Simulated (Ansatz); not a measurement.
The reference is InN in the wurtzite structure (space group P6_3mc, No. 186; a = 3.547 Å, c = 5.723 Å). Axes: x lies along a and z along c of the hexagonal cell.

The values are results of r2SCAN, PAW, 500 eV (Ansatz, a program for electronic structure; scalar-relativistic without spin-orbit coupling), not measurements.

For the base:

| Quantity | Value |
|---|---|
| Volume per atom | 15.59 Å³ |

One thing is altered: uniaxial stress, 3 GPa tension along z; all other stress components relax to zero.

**Question.** What does the calculation give for the energy relative to the base and volume per atom after the change?

**Answer.** The energy increases by 2.3 meV/atom; the volume per atom grows by 0.12 Å³, from 15.59 Å³ to 15.71 Å³.

The mesh was chosen for an insulator and is coarse for the gapless case. Load acts through the strain it causes; cell and atoms are relaxed under it. Beyond what the load breaks, stability against distortions was not tested. The final runs are not spin-polarised.
